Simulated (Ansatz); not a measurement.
A run of Ansatz 0.2.0 is set up as follows.

input.yaml

```yaml
crystal:
  lattice: { a: 3.2160583, b: 3.2160583, c: 7.34786223, alpha: 90.0, beta: 90.0, gamma: 120.0 }
  space_group: 166
  reduce_to_primitive: true
  atoms:
    - { symbol: Cd, wyckoff: "3a", position: [0.0, 0.0, 0.0] }
hamiltonian:
  xc: pbesol
  pseudopotentials: { kind: paw, accuracy: stringent, xc_functional: pbe }
  dispersion: d3bj
kpoints:
  mp_grid: { grid: [10, 10, 10] }
scf:
  occupations: { method: fermi_dirac, width: 0.01 }
output:
  forces: true
  stress: true
  eigenvalues: true
  bader: true
  populations: true
  write_density: true
  write_potential: true
  elf: true
  volumetric_format: npy
```

Potentials or basis: SSSP precision PAW.

The run is started by

```console
$ ansatz run input.yaml --threads 1 --pin off --max-ram 2560MiB --backend cpu --events-out ev --progress --plain --runs-dir out
```

Task: Estimate the band gap on the k mesh.

Result: None (metal or under the smearing width).

Task: What does it give for the pressure?

Result: -5.3 GPa.

Stress tensor (GPa, compression positive):
```
-5.50  0.00  0.00
 0.00 -5.50  0.00
 0.00  0.00 -4.97
```

Caveat: the pressure holds a Pulay correction of +0.5 GPa for the finite cutoff; pairwise dispersion overbinds metals, which lowers pressure and volume.
